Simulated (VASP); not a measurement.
SiC (strained zincblende): one PBE single-point calculation in two programs

```cif
data_structure
_symmetry_space_group_name_H-M 'P 1'
_symmetry_Int_Tables_number 1
_cell_length_a 3.0494
_cell_length_b 3.0494
_cell_length_c 3.0494
_cell_angle_alpha 60.000
_cell_angle_beta 60.000
_cell_angle_gamma 60.000
_cell_volume 20.05
loop_
_atom_site_label
_atom_site_type_symbol
_atom_site_fract_x
_atom_site_fract_y
_atom_site_fract_z
_atom_site_occupancy
Si1 Si 0.00000 0.00000 0.00000 1
C1 C 0.25000 0.25000 0.25000 1
```

Each program uses its own PAW datasets. VASP's cell holds 8 valence electrons and Ansatz's 8. Ansatz's stress includes a Pulay correction; VASP's doesn't.

Cutoffs: 520 eV in VASP, 420 eV in Ansatz. k meshes: 10×10×10 and 10×10×10.

```json
{"": "gap between bands v and c", "VASP": "1.33 eV", "Ansatz": "1.33 eV"}
{"": "least direct gap", "VASP": "4.57 eV", "Ansatz": "4.58 eV"}
{"": "pressure", "VASP": "10.7 GPa", "Ansatz": "10.8 GPa"}
```

Band v is the last that the valence electrons fill when counted band by band, and c is the next. Levels in eV from the top of v, Ansatz:

```
point    v−1      v     c   c+1
    Γ   0.00   0.00  6.58  7.53
    X  -3.25  -3.25  1.33  4.44
    K  -5.69  -2.64  3.14  7.95
    L  -1.06  -1.06  5.72  7.36
    W  -5.13  -4.81  5.25  9.70
```

VASP:

| point | v−1 | v | c | c+1 |
| --- | --- | --- | --- | --- |
| Γ | 0.00 | 0.00 | 6.60 | 7.53 |
| X | -3.25 | -3.25 | 1.33 | 4.43 |
| K | -5.69 | -2.64 | 3.13 | 7.95 |
| L | -1.06 | -1.06 | 5.72 | 7.36 |
| W | -5.13 | -4.81 | 5.25 | 9.70 |
